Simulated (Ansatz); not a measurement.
Runs of Ansatz 0.2.0 on C. Symmetry: P6_3/mmc, No. 194, hexagonal system. Conventional cell: a = 2.522 Å, b = 2.522 Å, c = 12.356 Å, α = 90.00°, β = 90.00°, γ = 120.00°. C (site symmetry 3m) has 4 C at 1.54 Å as nearest neighbours. Around C (site symmetry 3m) lie 4 C at 1.54 Å. C (site symmetry 3m) has 4 C at 1.54 Å as nearest neighbours. This is a hexagonal form of diamond, not graphite.

```tsv
task	level	potentials or basis	cell	cutoff (eV)	points for each segment of the path	gap on the mesh (eV)	pressure (GPa)	V0 of scaled cells (Å³/atom)	B0 (GPa)	largest force (eV/Å)
equation of state	revPBE+D4	Ansatz PAW	as given	420	-	-	-	(c)	(a)	-
single point	PBE	Ansatz PAW	as given	250	-	4.45	16.1	-	-	0.38
equation of state	rPW86-PBE	Ansatz PAW	as given	420	-	-	-	5.79	415	-
relaxation of cell and atoms	PBE+D4	Ansatz PAW	relaxed	420	-	(b)	0.0	-	-	-
band structure	PBE	JTH PAW	as given	780	10	4.38	1.4	-	-	0.33
```

Alike in all rows: no spin polarisation; k mesh 12 × 12 × 3; smearing fermi-dirac 0.05 eV.

Problem. Fill in the values left out.

Solution. (a) 448; (b) 4.47; (c) 5.59.

Caveats: the potentials were made for another functional, which shifts forces and pressure (some runs); the cell was scaled at fixed shape and fractional positions, which overstates the stiffness of a crystal with free parameters, most of all of layers and chains (some runs); odd divisions of the mesh miss points on the zone boundary, where band edges often lie, so the gap on the mesh can be too wide (some runs); so large a pressure means that the cell lies far from this level's equilibrium, or that cutoff or potentials fall short (some runs); the pressure holds a Pulay correction of +55.1 GPa for the finite cutoff (some runs); the cutoff lies under the one recommended for these potentials (some runs); the plane-wave basis is chosen anew once the cell has moved, so the energies of steps on either side of that aren't comparable (some runs).

A k mesh can miss the band edges.
